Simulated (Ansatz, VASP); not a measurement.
**Ti in VASP and in Ansatz**

Contents of INCAR:

```
PREC = Accurate
ENCUT = 520
EDIFF = 1E-7
ISMEAR = 0
SIGMA = 0.15
LREAL = F
LASPH = T
NELM = 100
ALGO = Fast
ISIF = 2
LWAVE = F
LCHARG = F
GGA = PS
NBANDS = 12
```

Contents of KPOINTS:

```
regular mesh
0
Gamma
  20 20 20
```

File POSCAR:

```
Ti
1.0
   -1.6410000000      1.8871500000      1.6410000000
    1.6410000000     -1.8871500000      1.6410000000
    1.6410000000      1.8871500000     -1.6410000000
Ti
1
Direct
    0.0000000000      0.0000000000      0.0000000000
```

Input for Ansatz:

```yaml
crystal:
  lattice:
    - [-1.641, 1.88715, 1.641]
    - [1.641, -1.88715, 1.641]
    - [1.641, 1.88715, -1.641]
  atoms:
    - { symbol: Ti, position: [0.0, 0.0, 0.0] }
basis:
  ecutwfc: 420
kpoints:
  mp_grid: { grid: [20, 20, 20] }
hamiltonian:
  xc: pbesol
scf:
  occupations: { method: gaussian, width: 0.15 }
output:
  forces: true
  stress: true
  eigenvalues: true
```

Change from the starting cell: strain +0.1500 x Voigt [0, 1, 0, 0, 0, 0], atoms carried along.

Alike in both runs: task single point; functional PBEsol; k mesh 20 × 20 × 20; occupations gaussian, width 0.15 eV; no spin polarisation.

|  | VASP | Ansatz |
| --- | --- | --- |
| version | VASP 6.6.1 | Ansatz 0.2.0 |
| potentials or method | VASP PAW PBE potentials, release 64 (Ti_sv) | scalar-relativistic, plane waves, PAW |
| plane-wave cutoff (eV) | 520 | 420 |
| valence electrons in the cell | 12 | 12 |

|  | VASP | Ansatz | Ansatz less VASP |
| --- | --- | --- | --- |
| gap on the k mesh at the Fermi level (eV) | none | none | - |
| pressure (GPa) | -16.1 | -16.0 | +0.05 |
| largest component of the traceless stress (GPa) | 1.95 | 1.96 | +0.010 |

A gap of «none» marks a metal or a gap that the smearing closes.

Caveats: so large a pressure means that the cell lies far from this level's equilibrium, or that cutoff or potentials fall short (VASP); the potentials were made for another functional, which shifts forces and pressure (VASP).
